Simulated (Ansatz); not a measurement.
GaSb under changes of volume

One of the cells (28.625 Å³/atom); the others are scaled copies at fixed shape and fractional positions:

```
Sb Ga
1.0
     0.00000    3.05900    3.05900
     3.05900    0.00000    3.05900
     3.05900    3.05900    0.00000
Sb Ga
1 1
Cartesian
  4.5885 4.5885 4.5885
  0.0000 0.0000 0.0000
```

| Property | Result |
| --- | --- |
| Program | Ansatz 0.2.0 |
| Functional | BLYP |
| Dispersion | D4 |
| Potentials or basis | Ansatz PAW |
| Cutoff | 420 eV (not typed: the program's choice for these potentials) |
| k mesh | 8 × 8 × 8 |
| Occupations | fermi-dirac, width 0.05 eV |
| Spin | no spin polarisation |

```tsv
volume (Å³/atom)	energy over the lowest point (meV/atom)	pressure (GPa)
26.907	22.33	4.0
27.480	10.53	2.7
28.052	3.25	1.5
28.625	0.00	0.4
29.197	?	?
29.770	4.14	-1.5
30.342	10.78	-2.2
```

Question: What does the run at 29.197 Å³/atom give?

Answer: Energy over the lowest point 0.43 meV/atom; pressure -0.6 GPa.

Worked out: A Birch-Murnaghan fit of order 3 (a polynomial in V^(-2/3)) to the other rows has its minimum at 28.84 Å³/atom with B0 = V·E''(V) = 49 GPa and B' = 4.3. It gives 0.43 meV/atom at 29.197 Å³/atom, against the run's 0.43, and -dE/dV = -0.6 GPa, against -0.6.

Energies are extrapolated to zero smearing.

Caveats: the PAW data sets come from PBE, with cores solved anew for the run's functional, which leaves a small shift of forces and pressure; pairwise dispersion overbinds metals, which lowers pressure and volume (some runs).
